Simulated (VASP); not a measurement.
Wanted: the native input for a VASP 6.6.1 run.

| Quantity | Value |
| --- | --- |
| Task | band structure |
| Functional | PBEsol |
| Potentials or basis | VASP PAW PBE potentials, release 64 (Sr_sv, O) |
| Cutoff | 520 eV |
| k mesh | 9 × 9 × 9 |
| Occupations | fermi-dirac, width 0.05 eV |
| Spin | no spin polarisation |
| Further INCAR settings | ALGO = Normal; EDIFF = 1e-06 |

The structure of SrO lies in POSCAR:

```
SrO
1.0
    0.0000000000      2.5663000000      2.5663000000
    2.5663000000      0.0000000000      2.5663000000
    2.5663000000      2.5663000000      0.0000000000
Sr O
1 1
Direct
    0.5000000000      0.5000000000      0.5000000000
    0.0000000000      0.0000000000      0.0000000000
```

The input as run:

INCAR

```
PREC = Accurate ; ENCUT = 520
EDIFF = 1E-6 ; ISMEAR = -1
SIGMA = 0.05 ; LREAL = F
LASPH = T ; NELM = 60
ALGO = Normal ; ISIF = 2
LWAVE = F ; LCHARG = F
GGA = PS
```

KPOINTS

```
Automatic mesh
0
Gamma
  9 9 9
```

KPOINTS_OPT

```
path GXWKGLUWLK,UX
20
line-mode
reciprocal
 0.0000000000  0.0000000000  0.0000000000  G
 0.5000000000  0.0000000000  0.5000000000  X

 0.5000000000  0.0000000000  0.5000000000  X
 0.5000000000  0.2500000000  0.7500000000  W

 0.5000000000  0.2500000000  0.7500000000  W
 0.3750000000  0.3750000000  0.7500000000  K

 0.3750000000  0.3750000000  0.7500000000  K
 0.0000000000  0.0000000000  0.0000000000  G

 0.0000000000  0.0000000000  0.0000000000  G
 0.5000000000  0.5000000000  0.5000000000  L

 0.5000000000  0.5000000000  0.5000000000  L
 0.6250000000  0.2500000000  0.6250000000  U

 0.6250000000  0.2500000000  0.6250000000  U
 0.5000000000  0.2500000000  0.7500000000  W

 0.5000000000  0.2500000000  0.7500000000  W
 0.5000000000  0.5000000000  0.5000000000  L

 0.5000000000  0.5000000000  0.5000000000  L
 0.3750000000  0.3750000000  0.7500000000  K

 0.6250000000  0.2500000000  0.6250000000  U
 0.5000000000  0.0000000000  0.5000000000  X
```

Potentials or basis: VASP PAW PBE potentials, release 64 (Sr_sv, O).

Launch:

```bash
$ cat potpaw_PBE.64/Sr_sv/POTCAR potpaw_PBE.64/O/POTCAR > POTCAR
$ mpirun -np 1 vasp_std > vasp.out
```

Results of the run:

```json
{
  "Pressure": "0.1 GPa",
  "Band gap on the k mesh": "3.21 eV, indirect (least direct gap 3.30 eV)",
  "Band gap along the path": "3.15 eV, indirect (least direct gap 3.24 eV)"
}
```

Caveat: the PAW data sets were made with another functional, which shifts forces and pressure a little.

Wall time 53 s on 1 thread of Intel(R) Xeon(R) Platinum 8259CL CPU @ 2.50GHz (Skylake/Cascade Lake), with other jobs on the host, peak memory 0.17 GiB.
